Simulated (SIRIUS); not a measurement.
# Rh (Fm-3m) in SIRIUS: convergence with k mesh

Aim: find how far k mesh must go before the results for Rh settle, at LDA. This setting moves, with any that are tied to it; all else stays.

Program: SIRIUS 7.12.0. These are calculated values, not measurements. Logs are shortened: lines on timing, memory, paths and dates and some standing lists are left out, and cuts for length are marked. The log counts tension as positive stress, the text compression.

### Step 1. The crystal as given

Symmetry: Fm-3m, No. 225, cubic system. The conventional cell has a = 3.796 Å, b = 3.796 Å, c = 3.796 Å, α = 90.00°, β = 90.00°, γ = 90.00°. Rh (site symmetry m-3m) is surrounded by 12 Rh at 2.68 Å.

### Step 2. With k mesh 2 × 2 × 2

sirius.json

```json
{
  "control": {
    "processing_unit": "cpu",
    "std_evp_solver_name": "lapack",
    "gen_evp_solver_name": "lapack",
    "verbosity": 2,
    "print_forces": true,
    "ortho_rf": true,
    "use_second_variation": true,
    "rmt_max": 3.0,
    "num_bands_to_print": 17,
    "save_wf": true
  },
  "parameters": {
    "electronic_structure_method": "full_potential_lapwlo",
    "xc_functionals": ["XC_LDA_X", "XC_LDA_C_PW"],
    "core_relativity": "dirac",
    "valence_relativity": "iora",
    "num_fv_states": 17,
    "smearing": "fermi_dirac",
    "smearing_width": 0.0018374661,
    "pw_cutoff": 20,
    "gk_cutoff": 3.53,
    "lmax_apw": 10,
    "lmax_rho": 8,
    "lmax_pot": 8,
    "num_mag_dims": 0,
    "auto_rmt": 0,
    "ngridk": [2, 2, 2],
    "shiftk": [0, 0, 0],
    "num_dft_iter": 80,
    "energy_tol": 1e-07,
    "density_tol": 1e-05,
    "use_symmetry": true
  },
  "settings": {"tol_ne": 1e-10},
  "iterative_solver": {"type": "exact"},
  "mixer": {"type": "anderson", "beta": 0.5, "max_history": 8},
  "unit_cell": {
    "lattice_vectors": [[0.0, 3.5864167256, 3.5864167256], [3.5864167256, 0.0, 3.5864167256], [3.5864167256, 3.5864167256, 0.0]],
    "atom_types": ["Rh"],
    "atom_files": {"Rh": "Rh.json"},
    "atoms": {"Rh": [[0.0, 0.0, 0.0]]}
  }
}
```

Rh.json

```json
{
  "name": "rhodium",
  "symbol": "Rh",
  "number": 45,
  "mass": 102.9055,
  "rmin": 1e-06,
  "rmt": 2.49,
  "nrmt": 800,
  "rinf": 15.89,
  "core": "1s2s2p3s3p3d",
  "valence": [
    {"basis": [{"enu": 0.12, "dme": 0, "n": 0, "auto": 0}, {"enu": 0.12, "dme": 1, "n": 0, "auto": 0}]},
    {"l": 0, "n": 1, "basis": [{"enu": 0.22, "dme": 0, "n": 0, "auto": 0}]},
    {"l": 1, "n": 2, "basis": [{"enu": 0.22, "dme": 0, "n": 0, "auto": 0}]},
    {"l": 2, "n": 3, "basis": [{"enu": 0.22, "dme": 0, "n": 0, "auto": 0}]},
    {"l": 3, "n": 4, "basis": [{"enu": 0.22, "dme": 0, "n": 0, "auto": 0}]}
  ],
  "lo": [
    {"l": 0, "basis": [{"enu": 0.22, "dme": 0, "n": 0, "auto": 0}, {"enu": 0.22, "dme": 1, "n": 0, "auto": 0}]},
    {
      "l": 0,
      "basis": [{"enu": -2.6364, "dme": 0, "n": 4, "auto": 1}, {"enu": -2.6364, "dme": 1, "n": 4, "auto": 1}]
    },
    {
      "l": 0,
      "basis": [{"enu": -2.6364, "dme": 1, "n": 4, "auto": 1}, {"enu": 0.22, "dme": 0, "n": 0, "auto": 0}]
    },
    {"l": 0, "basis": [{"enu": 0.22, "dme": 0, "n": 0, "auto": 0}, {"enu": 2.8006, "dme": 0, "n": 0, "auto": 0}]},
    {"l": 1, "basis": [{"enu": 0.22, "dme": 0, "n": 0, "auto": 0}, {"enu": 0.22, "dme": 1, "n": 0, "auto": 0}]},
    {
      "l": 1,
      "basis": [{"enu": -1.4662, "dme": 0, "n": 4, "auto": 1}, {"enu": -1.4662, "dme": 1, "n": 4, "auto": 1}]
    },
    {
      "l": 1,
      "basis": [{"enu": -1.4662, "dme": 1, "n": 4, "auto": 1}, {"enu": 0.22, "dme": 0, "n": 0, "auto": 0}]
    },
    {"l": 1, "basis": [{"enu": 0.22, "dme": 0, "n": 0, "auto": 0}, {"enu": 3.1877, "dme": 0, "n": 0, "auto": 0}]},
    {"l": 2, "basis": [{"enu": 0.22, "dme": 0, "n": 0, "auto": 0}, {"enu": 0.22, "dme": 1, "n": 0, "auto": 0}]},
    {"l": 2, "basis": [{"enu": 0.22, "dme": 1, "n": 0, "auto": 0}, {"enu": 0.22, "dme": 2, "n": 0, "auto": 0}]},
    {"l": 2, "basis": [{"enu": 0.22, "dme": 0, "n": 0, "auto": 0}, {"enu": 2.7361, "dme": 0, "n": 0, "auto": 0}]},
    {"l": 3, "basis": [{"enu": 0.22, "dme": 0, "n": 0, "auto": 0}, {"enu": 0.22, "dme": 1, "n": 0, "auto": 0}]},
    {"l": 3, "basis": [{"enu": 0.22, "dme": 0, "n": 0, "auto": 0}, {"enu": 3.0264, "dme": 0, "n": 0, "auto": 0}]}
  ],
  "free_atom": [... radial grid and density of the free atom, the start of the SCF ...]
}
```

sirius_start.json

```json
{
  "control": {
    "processing_unit": "cpu",
    "std_evp_solver_name": "lapack",
    "gen_evp_solver_name": "lapack",
    "verbosity": 1,
    "print_forces": false,
    "ortho_rf": true,
    "use_second_variation": true,
    "rmt_max": 3.0,
    "num_bands_to_print": 17,
    "save_wf": false
  },
  "parameters": {
    "electronic_structure_method": "full_potential_lapwlo",
    "xc_functionals": ["XC_LDA_X", "XC_LDA_C_PW"],
    "core_relativity": "dirac",
    "valence_relativity": "iora",
    "num_fv_states": 17,
    "smearing": "fermi_dirac",
    "smearing_width": 0.0055123983,
    "pw_cutoff": 20,
    "gk_cutoff": 2.83,
    "lmax_apw": 10,
    "lmax_rho": 8,
    "lmax_pot": 8,
    "num_mag_dims": 0,
    "auto_rmt": 0,
    "ngridk": [1, 1, 1],
    "shiftk": [0, 0, 0],
    "num_dft_iter": 30,
    "energy_tol": 0.01,
    "density_tol": 0.05,
    "use_symmetry": true
  },
  "settings": {"tol_ne": 1e-10},
  "iterative_solver": {"type": "exact"},
  "mixer": {"type": "anderson", "beta": 0.5, "max_history": 8},
  "unit_cell": {
    "lattice_vectors": [[0.0, 3.5864167256, 3.5864167256], [3.5864167256, 0.0, 3.5864167256], [3.5864167256, 3.5864167256, 0.0]],
    "atom_types": ["Rh"],
    "atom_files": {"Rh": "Rh.json"},
    "atoms": {"Rh": [[0.0, 0.0, 0.0]]}
  }
}
```

Potentials or basis: all-electron FP-LAPW, apw+lo standard.

The run is started by

```
OMP_NUM_THREADS=1 sirius.scf --input=sirius_start.json --output=start.json
OMP_NUM_THREADS=1 sirius.scf --input=sirius.json --output=output.json --task=1
```

The log of the run:

```text
[info] SIRIUS version : 7.12.0
[info] number of MPI ranks           : 1
[info] MPI grid                      : 1 1
[info] maximum number of OMP threads : 1
[fft] FFT context for density and potential
[fft] =====================================
[fft]   plane wave cutoff                     : 20
[fft]   grid size                             : 36 36 36   total : 46656
[fft]   grid limits                           : -17 18   -17 18   -17 18
[fft]   number of G-vectors within the cutoff : 12387
[fft]   number of G-shells                    : 367
[fft] FFT context for coarse grid
[fft] =====================================
[fft]   plane wave cutoff                     : 7.06
[fft]   grid size                             : 15 15 15   total : 3375
[fft]   grid limits                           : -7 7   -7 7   -7 7
[fft]   number of G-vectors within the cutoff : 537
[fft]   number of G-shells                    : 27
[unit cell] lattice vectors
[unit cell]   a1 :       0.0000000000      3.5864167256      3.5864167256
[unit cell]   a2 :       3.5864167256      0.0000000000      3.5864167256
[unit cell]   a3 :       3.5864167256      3.5864167256      0.0000000000
[unit cell] reciprocal lattice vectors
[unit cell]   b1 :      -0.8759697754      0.8759697754      0.8759697754
[unit cell]   b2 :       0.8759697754     -0.8759697754      0.8759697754
[unit cell]   b3 :       0.8759697754      0.8759697754     -0.8759697754
[unit cell] unit cell volume :        92.25974489 [a.u.^3]
[unit cell] 1/sqrt(omega)    :         0.10411034
[unit cell] MT volume        :        64.66758619 (70.09%)
[unit cell] IT volume        :        27.59215870 (29.91%)
[unit cell] number of atom types : 1
[unit cell] type id : 0 symbol : Rh mt_radius :   2.490000 num_atoms : 1
[unit cell] total number of atoms : 1
[unit cell] number of symmetry classes : 1
[unit cell] atom id  type id  class id             position                      vector_field
[unit cell] ------------------------------------------------------------------------------------------
[unit cell]      0        0        0      0.00000   0.00000   0.00000      0.00000   0.00000   0.00000
[unit cell] atom id         position (Cartesian, a.u.)
[unit cell] ---------------------------------------------
[unit cell]      0       0.000000    0.000000    0.000000
[unit cell] class id : 0 atom id : 0
[unit cell] minimum bond length:     5.071959
[sym] space group number   : 225
[sym] international symbol : Fm-3m
[sym] Hall symbol          : -F 4 2 3
[sym] space group transformation matrix :
[... 218 lines left out ...]
[generate_radial_functions] Linearization energies
[generate_radial_functions] Atom : Rh, class id : 0
[generate_radial_functions] augmented waves
[generate_radial_functions] local orbitals
[generate_radial_functions] {l: 0, n: 4, enu: -2.44513, dme: 0, auto: 1}
[generate_radial_functions] {l: 0, n: 4, enu: -2.44513, dme: 1, auto: 1}
[generate_radial_functions] {l: 0, n: 4, enu: -2.44513, dme: 1, auto: 1}
[generate_radial_functions] {l: 1, n: 4, enu: -1.2743, dme: 0, auto: 1}
[generate_radial_functions] {l: 1, n: 4, enu: -1.2743, dme: 1, auto: 1}
[generate_radial_functions] {l: 1, n: 4, enu: -1.2743, dme: 1, auto: 1}
[diagonalize] Lowest band energies
[diagonalize] ik:    0   -2.449830   -1.262315   -1.262315   -1.262315    0.074394    0.295483    0.295483    0.295483    0.375364    0.375364    0.954397    1.142851    1.142851    1.142851    1.359908    1.577555    1.577555
[diagonalize] ik:    1   -2.445102   -1.293044   -1.266488   -1.266488    0.165423    0.288381    0.288381    0.396548    0.441939    0.441939    0.720073    0.930170    1.146259    1.146259    1.442436    1.442436    1.568869
[diagonalize] ik:    2   -2.443555   -1.291146   -1.273497   -1.273497    0.153273    0.179633    0.437474    0.461532    0.461532    0.494844    0.847292    0.858406    0.858406    1.220577    1.260403    1.472341    1.699805
[generate_core_charge_density] atom class : 0
[generate_core_charge_density]   n,l,k : 1 0 1  energy :        -844.46062296
[generate_core_charge_density]   n,l,k : 2 0 1  energy :        -121.88027840
[generate_core_charge_density]   n,l,k : 2 1 1  energy :        -112.86907056
[generate_core_charge_density]   n,l,k : 2 1 2  energy :        -107.56316130
[generate_core_charge_density]   n,l,k : 3 0 1  energy :         -21.25120479
[generate_core_charge_density]   n,l,k : 3 1 1  energy :         -17.72098281
[generate_core_charge_density]   n,l,k : 3 1 2  energy :         -16.80849788
[generate_core_charge_density]   n,l,k : 3 2 2  energy :         -10.53268816
[generate_core_charge_density]   n,l,k : 3 2 3  energy :         -10.35263131
[find] Total energy                   :   -4780.55084953 (Ha),   -9561.10169906 (Ry)
[find] iteration : 1, RMS (target) : 2.9223e-01 (1.0000e-05) , energy difference (target) : -7.4804e-03 (1.0000e-07)
[find] Total energy                   :   -4780.54809083 (Ha),   -9561.09618167 (Ry)
[find] iteration : 2, RMS (target) : 2.2243e-01 (1.0000e-05) , energy difference (target) : 2.7587e-03 (1.0000e-07)
[find] Total energy                   :   -4780.56777674 (Ha),   -9561.13555349 (Ry)
[find] iteration : 3, RMS (target) : 9.6674e-02 (1.0000e-05) , energy difference (target) : -1.9686e-02 (1.0000e-07)
[find] Total energy                   :   -4780.56588852 (Ha),   -9561.13177704 (Ry)
[find] iteration : 4, RMS (target) : 8.7645e-02 (1.0000e-05) , energy difference (target) : 1.8882e-03 (1.0000e-07)
[... 30 lines left out ...]
[find] valence_eval_sum               :     -10.17231824
[find] core_eval_sum                  :   -2840.67837336
[find] kinetic energy                 :    4981.85345370
[find] enuc                           :   -5800.76844465
[find] <rho|V^{XC}>                   :    -178.13394810
[find] <rho|E^{XC}>                   :    -134.36331162
[find] <mag|B^{XC}>                   :       0.00000000
[find] <rho|V^{H}>                    :   -7654.57019720
[find] smearing (-TS)                 :      -0.00331761
[find] SCF correction                 :       0.00002012
[find] Total energy                   :   -4780.56338106 (Ha),   -9561.12676212 (Ry)
[find] Free energy (E-TS)             :   -4780.56669867 (Ha),   -9561.13339735 (Ry)
[find] band gap (eV)                  :       0.00000000
[find] Efermi                         :       0.42401463
[find] iteration : 15, RMS (target) : 4.8802e-06 (1.0000e-05) , energy difference (target) : 9.1723e-08 (1.0000e-07)
[find] converged after 16 SCF iterations!
[find] Charges and magnetic moments
[find] --------------------------------------------------------------------------------
[find] atom      charge    core leakage
[find] --------------------------------------------------------------------------------
[find]    0   43.868048    3.207578e-08
[find] total core leakage    : 3.20757836e-08
[find] interstitial charge   : 1.131950
[find] total charge          : 44.999998
[find] Energy
[find] --------------------------------------------------------------------------------
[find] valence_eval_sum               :     -10.17231824
[find] core_eval_sum                  :   -2840.67837336
[find] kinetic energy                 :    4981.85345370
[find] enuc                           :   -5800.76844465
[find] <rho|V^{XC}>                   :    -178.13394810
[find] <rho|E^{XC}>                   :    -134.36331162
[find] <mag|B^{XC}>                   :       0.00000000
[find] <rho|V^{H}>                    :   -7654.57019720
[find] smearing (-TS)                 :      -0.00331761
[find] SCF correction                 :       0.00002012
[find] Total energy                   :   -4780.56338106 (Ha),   -9561.12676212 (Ry)
[find] Free energy (E-TS)             :   -4780.56669867 (Ha),   -9561.13339735 (Ry)
[find] band gap (eV)                  :       0.00000000
[find] Efermi                         :       0.42401463
[ground_state]
[ground_state] ==== total Forces in Ha/bohr =====
[ground_state] atom:    0, force:       0.0000000      0.0000000      0.0000000
[ground_state] ==== contribution from density =====
[ground_state] atom:    0, force:       0.0000000      0.0000000      0.0000000
[ground_state] ==== contribution from Hartree potential =====
[ground_state] atom:    0, force:       0.0000000      0.0000000      0.0000000
[ground_state] ==== contribution from IBS =====
[ground_state] atom:    0, force:       0.0000000      0.0000000      0.0000000
```

Run time: 28 s. Hardware: 1 thread of Arm Neoverse V1, shared host; peak memory 0.23 GiB.

Results:

```
Free energy                                       : -130085.8469 eV
Band gap on the k mesh                            : none (metal or under the smearing width)
All electrons inside the program's atomic spheres : Rh 43.87 (radii Rh 2.49 bohr)
```

### Step 3. With k mesh 4 × 4 × 4

sirius.json: that of step 2 with these lines changed.

```diff
@@ -28,3 +28,3 @@
     "auto_rmt": 0,
-    "ngridk": [2, 2, 2],
+    "ngridk": [4, 4, 4],
     "shiftk": [0, 0, 0],
```

Rh.json

```json
{
  "name": "rhodium",
  "symbol": "Rh",
  "number": 45,
  "mass": 102.9055,
  "rmin": 1e-06,
  "rmt": 2.49,
  "nrmt": 800,
  "rinf": 15.89,
  "core": "1s2s2p3s3p3d",
  "valence": [
    {"basis": [{"enu": 0.21, "dme": 0, "n": 0, "auto": 0}, {"enu": 0.21, "dme": 1, "n": 0, "auto": 0}]},
    {"l": 0, "n": 1, "basis": [{"enu": 0.31, "dme": 0, "n": 0, "auto": 0}]},
    {"l": 1, "n": 2, "basis": [{"enu": 0.31, "dme": 0, "n": 0, "auto": 0}]},
    {"l": 2, "n": 3, "basis": [{"enu": 0.31, "dme": 0, "n": 0, "auto": 0}]},
    {"l": 3, "n": 4, "basis": [{"enu": 0.31, "dme": 0, "n": 0, "auto": 0}]}
  ],
  "lo": [
    {"l": 0, "basis": [{"enu": 0.31, "dme": 0, "n": 0, "auto": 0}, {"enu": 0.31, "dme": 1, "n": 0, "auto": 0}]},
    {
      "l": 0,
      "basis": [{"enu": -2.5464, "dme": 0, "n": 4, "auto": 1}, {"enu": -2.5464, "dme": 1, "n": 4, "auto": 1}]
    },
    {
      "l": 0,
      "basis": [{"enu": -2.5464, "dme": 1, "n": 4, "auto": 1}, {"enu": 0.31, "dme": 0, "n": 0, "auto": 0}]
    },
    {"l": 0, "basis": [{"enu": 0.31, "dme": 0, "n": 0, "auto": 0}, {"enu": 2.8906, "dme": 0, "n": 0, "auto": 0}]},
    {"l": 1, "basis": [{"enu": 0.31, "dme": 0, "n": 0, "auto": 0}, {"enu": 0.31, "dme": 1, "n": 0, "auto": 0}]},
    {
      "l": 1,
      "basis": [{"enu": -1.3762, "dme": 0, "n": 4, "auto": 1}, {"enu": -1.3762, "dme": 1, "n": 4, "auto": 1}]
    },
    {
      "l": 1,
      "basis": [{"enu": -1.3762, "dme": 1, "n": 4, "auto": 1}, {"enu": 0.31, "dme": 0, "n": 0, "auto": 0}]
    },
    {"l": 1, "basis": [{"enu": 0.31, "dme": 0, "n": 0, "auto": 0}, {"enu": 3.2777, "dme": 0, "n": 0, "auto": 0}]},
    {"l": 2, "basis": [{"enu": 0.31, "dme": 0, "n": 0, "auto": 0}, {"enu": 0.31, "dme": 1, "n": 0, "auto": 0}]},
    {"l": 2, "basis": [{"enu": 0.31, "dme": 1, "n": 0, "auto": 0}, {"enu": 0.31, "dme": 2, "n": 0, "auto": 0}]},
    {"l": 2, "basis": [{"enu": 0.31, "dme": 0, "n": 0, "auto": 0}, {"enu": 2.8261, "dme": 0, "n": 0, "auto": 0}]},
    {"l": 3, "basis": [{"enu": 0.31, "dme": 0, "n": 0, "auto": 0}, {"enu": 0.31, "dme": 1, "n": 0, "auto": 0}]},
    {"l": 3, "basis": [{"enu": 0.31, "dme": 0, "n": 0, "auto": 0}, {"enu": 3.1164, "dme": 0, "n": 0, "auto": 0}]}
  ],
  "free_atom": [... radial grid and density of the free atom, the start of the SCF ...]
}
```

sirius_start.json: that of step 2 with these lines changed.

```diff
@@ -28,3 +28,3 @@
     "auto_rmt": 0,
-    "ngridk": [1, 1, 1],
+    "ngridk": [2, 2, 2],
     "shiftk": [0, 0, 0],
```

Potentials or basis: all-electron FP-LAPW, apw+lo standard.

The run is started by

```
OMP_NUM_THREADS=1 sirius.scf --input=sirius_start.json --output=start.json
OMP_NUM_THREADS=1 sirius.scf --input=sirius.json --output=output.json --task=1
```

It took 20 s on 1 thread of Arm Neoverse V1, shared host; peak memory 0.24 GiB.

What came out:

```yaml
Free_energy: -130090.0995 eV
Band_gap_on_the_k_mesh: none (metal or under the smearing width)
All_electrons_inside_the_program's_atomic_spheres: Rh 43.90 (radii Rh 2.49 bohr)
```

### Step 4. With k mesh 5 × 5 × 5

sirius.json: that of step 3 with these lines changed.

```diff
@@ -28,3 +28,3 @@
     "auto_rmt": 0,
-    "ngridk": [4, 4, 4],
+    "ngridk": [5, 5, 5],
     "shiftk": [0, 0, 0],
```

Rh.json is that of step 3.

sirius_start.json is that of step 3.

The run is started by

```
OMP_NUM_THREADS=1 sirius.scf --input=sirius_start.json --output=start.json
OMP_NUM_THREADS=1 sirius.scf --input=sirius.json --output=output.json --task=1
```

Wall time 20 s (1 thread of Arm Neoverse V1, shared host); peak memory 0.24 GiB.

What came out:

```yaml
Free_energy: -130089.5117 eV
Band_gap_on_the_k_mesh: none (metal or under the smearing width)
All_electrons_inside_the_program's_atomic_spheres: Rh 43.89 (radii Rh 2.49 bohr)
```

(Continued in part 2 of 2.)
